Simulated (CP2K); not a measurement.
Runs of CP2K 2026.2 on LiCl. The structure is cubic, space group Fm-3m (No. 225). The conventional cell has a = 5.130 Å, b = 5.130 Å, c = 5.130 Å, α = 90.00°, β = 90.00°, γ = 90.00°. Cl (site symmetry m-3m) is surrounded by 6 Li at 2.56 Å. Li (site symmetry m-3m) has 6 Cl at 2.56 Å as nearest neighbours. 

| level | cutoff of the non-local correlation (Ry) | gap on the mesh (eV) | pressure (GPa) |
| --- | --- | --- | --- |
| HLE16 | - | 8.28 | 1.0 |
| OLYP | - | (a) | 3.3 |
| BEEF-vdW | 300 | 6.56 | 0.5 |
| LDA | - | (c) | -2.8 |
| r2SCAN | - | (b) | -0.3 |

Alike in all rows: task band structure; potentials or basis POTENTIAL_UZH Cl GTH-PBE-q7, Li GTH-PBE-q3; TZVP-MOLOPT-PBE-GTH basis; no spin polarisation; cell as given; k mesh 9 × 9 × 9; smearing fermi-dirac 0.05 eV.

Task: Estimate the missing entries.

Result: (a) 6.92; (b) 7.14; (c) 5.92.

Caveats: the potentials were made for another functional, which shifts forces and pressure; the basis of atomic orbitals isn't converged, which shifts pressures, moduli and gaps; the potentials were made for a functional far from this one (some runs).

Runs at the PBE level aren't shown here.
